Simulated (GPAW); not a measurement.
Crystal: FeO (Wuestite).

```
Fe O
1.0
     1.51882    0.87689    2.51958
    -1.51882    0.87689    2.51958
     0.00000   -1.75378    2.51958
Fe O
1 1
Direct
  0.00000 0.00000 0.00000
  0.50000 0.50000 0.50000
```

Base run:

```yaml
Program: GPAW 26.7.0
Functional: PBEsol
Potentials_or_basis: PAW data sets generated in the run's folder for this functional
Cutoff: 800 eV
Basis: pw
k_mesh: 8 × 8 × 8
Occupations: fermi-dirac, width 0.05 eV
Spin: collinear spin, ferromagnetic start
Starting_moments: "[3.0, 0.0] μB"
Hubbard_terms: Fe d U = 1 eV
```

Its results: pressure -7.6 GPa; net moment 4.00 μB per cell; site moments Fe +3.59; O +0.22 μB.

Task: The run is repeated on the same cell with these changes: hubbard terms from Fe d U = 1 eV to Fe d U = 8 eV. What comes out?

Result: Pressure -3.1 GPa; net moment 4.06 μB per cell; site moments Fe +3.89; O +0.13 μB.

Caveats: a cell with one magnetic atom can't hold antiferromagnetic order, which such compounds often take.
